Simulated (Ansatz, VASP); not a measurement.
Two plane-wave programs on MgI2

The input INCAR:

```
SYSTEM = MgI2
ALGO = Normal ; EDIFF = 1E-7
ENCUT = 520 ; GGA = PE
ISIF = 2 ; ISMEAR = 0
LASPH = .True. ; LCHARG = .False.
LREAL = .False. ; LWAVE = .False.
NBANDS = 15 ; NELM = 60
PREC = Accurate ; SIGMA = 0.05
```

The input KPOINTS:

```
k-points
0
Gamma
  6 6 4
  0 0 0
```

The input POSCAR:

```
MgI2
1.0
    4.1537001214      0.0000000000      0.0000000000
   -2.0768500607      3.5972098248      0.0000000000
    0.0000000000      0.0000000000      6.8620000000
Mg I
1 2
Direct
    0.0000000000      0.0000000000      0.0000000000
    0.3333333333      0.6666666667      0.7576300000
    0.6666666667      0.3333333333      0.2423700000
```

Input for Ansatz:

```yaml
crystal:
  lattice:
    - [4.1537001214, 0.0, 0.0]
    - [-2.0768500607, 3.5972098248, 0.0]
    - [0.0, 0.0, 6.862]
  atoms:
    - { symbol: Mg, position: [0.0, 0.0, 0.0] }
    - { symbol: I, position: [0.3333333333, 0.6666666667, 0.75763] }
    - { symbol: I, position: [0.6666666667, 0.3333333333, 0.24237] }
basis:
  ecutwfc: 420
kpoints:
  mp_grid: { grid: [6, 6, 4] }
hamiltonian:
  xc: pbe
scf:
  occupations: { method: gaussian, width: 0.05 }
output:
  forces: true
  stress: true
  eigenvalues: true
```

Alike in both runs: task single point; functional PBE; k mesh 6 × 6 × 4; occupations gaussian, width 0.05 eV; no spin polarisation.

|  | VASP | Ansatz |
| --- | --- | --- |
| version | VASP 6.6.1 | Ansatz 0.2.0 |
| potentials or method | VASP PAW PBE potentials, release 64 (Mg, I) | scalar-relativistic, plane waves, PAW |
| plane-wave cutoff (eV) | 520 | 420 |
| valence electrons in the cell | 16 | 44 |

Ansatz gave:

- gap on the k mesh at the Fermi level (eV): 3.53
- least direct gap on the mesh (eV): 3.70
- pressure (GPa): 1.3
- largest component of the traceless stress (GPa): 0.17
- rms of the force components (eV/Å): 0.018

Problem. Estimate VASP's values.

Solution. gap on the k mesh at the Fermi level (eV): 3.51; least direct gap on the mesh (eV): 3.69; pressure (GPa): 1.2; largest component of the traceless stress (GPa): 0.17; rms of the force components (eV/Å): 0.013.

Atom by atom the forces differ by 0.005 eV/Å (rms over components). With one functional, cell and mesh, what is left measures potentials, basis and numerics. The two sets of potentials don't hold the same shells in valence.

Caveats: spin-orbit coupling is left out, which moves the levels of the heavy elements; this functional lacks dispersion, which binds the layers, so the pressure and a relaxed spacing across them are unreliable. Expect the measured gap to be larger: semilocal functionals such as PBE lack the derivative discontinuity. A k mesh can miss the band edges.
